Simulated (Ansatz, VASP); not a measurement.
# TaN in VASP and in Ansatz

The input INCAR:

```
PREC = Accurate
ENCUT = 520
EDIFF = 1E-7
ISMEAR = 1
SIGMA = 0.05
LREAL = False
LASPH = True
NELM = 60
ALGO = Normal
ISIF = 2
LWAVE = False
LCHARG = False
GGA = PS
NBANDS = 33
```

The input KPOINTS:

```
regular mesh
0
Gamma
  5 5 7
```

Contents of POSCAR:

```
TaN
1.0
    5.1960000000      0.0000000000      0.0000000000
   -2.5980000000      4.4998680000      0.0000000000
    0.0000000000      0.0000000000      2.9110000000
Ta N
3 3
Direct
    0.3333333333      0.6666666667      0.5000000000
    0.6666666667      0.3333333333      0.5000000000
    0.0000000000      0.0000000000      0.0000000000
    0.3928500000      0.0000000000      0.0000000000
    0.6071500000      0.6071500000      0.0000000000
    0.0000000000      0.3928500000      0.0000000000
```

Input for Ansatz:

```yaml
crystal:
  lattice:
    - [5.196, 0.0, 0.0]
    - [-2.598, 4.499868, 0.0]
    - [0.0, 0.0, 2.911]
  atoms:
    - { symbol: Ta, position: [0.3333333333333333, 0.6666666666666666, 0.5] }
    - { symbol: Ta, position: [0.6666666666666666, 0.3333333333333333, 0.5] }
    - { symbol: Ta, position: [0.0, 0.0, 0.0] }
    - { symbol: "N", position: [0.39285, 0.0, 0.0] }
    - { symbol: "N", position: [0.60715, 0.60715, 0.0] }
    - { symbol: "N", position: [0.0, 0.39285, 0.0] }
kpoints:
  mp_grid:
    grid: [5, 5, 7]
hamiltonian:
  xc: pbesol
scf:
  convergence:
    dr2_threshold: 1.0e-10
  occupations:
    method: methfessel_paxton
    width: 0.05
output:
  forces: true
  stress: true
```

Alike in both runs: task single point; functional PBEsol; k mesh 5 × 5 × 7; occupations methfessel-paxton of order 1, width 0.05 eV; no spin polarisation.

|  | VASP | Ansatz |
| --- | --- | --- |
| version | VASP 6.6.1 | Ansatz 0.2.0 |
| potentials or method | VASP PAW PBE potentials, release 64 (Ta_pv, N) | plane waves, PAW |
| plane-wave cutoff (eV) | 520 | 420 |
| valence electrons in the cell | 48 | 54 |

VASP gave:

- pressure (GPa): -3.0
- largest component of the traceless stress (GPa): 0.63
- rms of the force components (eV/Å): 0.010

Problem. What did Ansatz give for the same quantities?

Solution. Pressure (GPa): -3.8; largest component of the traceless stress (GPa): 0.57; rms of the force components (eV/Å): 0.006.

Atom by atom the forces differ by 0.004 eV/Å (rms over components). With one functional, cell and mesh, what is left measures potentials, basis and numerics. The two sets of potentials don't hold the same shells in valence.

Caveats: the PAW data sets were made with another functional, which shifts forces and pressure a little (VASP). Spin-orbit coupling is left out, which matters for the levels of Ta.
